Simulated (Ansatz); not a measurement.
**Structure types of TePb compared at 0.036 GPa**

Structure types of TePb are relaxed in primitive cells with their symmetry kept at 0.036 GPa, on PAW files; LAPW relaxes the small cells further and takes the PAW cell for the others (marked *). The enthalpy is E + pV at zero temperature, without zero-point motion. Only the types listed were tried, and differences under about 5 meV/atom are mesh noise. The real phase may be another.

All numbers are PBE results (scalar-relativistic) from Ansatz 0.2.0, with Fermi–Dirac smearing of 0.08 eV, no spin polarisation. Methods: LAPW: all electrons, basis error target 0.5 meV/atom; PAW: frozen-core files, cutoff 420 eV.

k meshes: rocksalt 11×11×11, CsCl 11×11×11, zincblende 11×11×11, wurtzite 8×8×5, NiAs 8×8×5.

Spin–orbit coupling is left out, which matters for the heavy atoms.

Question: Which type is lowest in enthalpy, and by how much?

Answer: rocksalt, 35 meV/atom below NiAs. The whole table:

```csv
start type,ends as,"a, b, c (Å)",V (Å³/atom),"H − H(lowest), LAPW (meV/atom)","same, PAW"
rocksalt,"rocksalt, Fm-3m","6.567, 6.567, 6.567",35.40,0.0,0.0
CsCl,"CsCl, Pm-3m","3.997, 3.997, 3.997",31.94,227.9,228.0
zincblende,"zincblende, F-43m","7.329, 7.329, 7.329",49.22,192.0,192.0
wurtzite*,"flat h-MgO, P6_3mc","5.537, 5.537, 6.607",43.86,91.8,91.8
NiAs*,"NiAs, P6_3/mmc","4.569, 4.569, 7.959",35.98,34.8,34.9
```
